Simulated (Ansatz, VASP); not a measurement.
## KI in VASP and in Ansatz

```xyz
2
Lattice="0.0000 3.5946 3.5946 3.5946 0.0000 3.5946 3.5946 3.5946 0.0000" Properties=species:S:1:pos:R:3 pbc="T T T"
K     0.0000    0.0000    0.0000
I     3.5946    3.5946    3.5946
```

Alike in both runs: functional PBE; k mesh 6 × 6 × 6; occupations gaussian, width 0.02 eV; no spin polarisation.

Ansatz relaxed the structure, and its values are those at the end. VASP's run is a single point on that final structure, the one shown.

```csv
,VASP,Ansatz
version,VASP 6.6.1,Ansatz 0.2.0
potentials or method,"VASP PAW PBE potentials, release 64 (K_sv, I)","scalar-relativistic, plane waves, PAW"
plane-wave cutoff (eV),520,420
valence electrons in the cell,16,26
```

|  | VASP | Ansatz | Ansatz less VASP |
| --- | --- | --- | --- |
| gap on the k mesh at the Fermi level (eV) | 3.85 | 3.85 | +0.004 |
| least direct gap on the mesh (eV) | 3.85 | 3.85 | +0.004 |
| pressure (GPa) | 0.0 | 0.0 | -0.03 |

The functional is the same, so the differences come from potentials, cutoffs and numerics. The two sets of potentials don't hold the same shells in valence.

Caveats: spin-orbit coupling is left out, which moves the levels of the heavy elements.
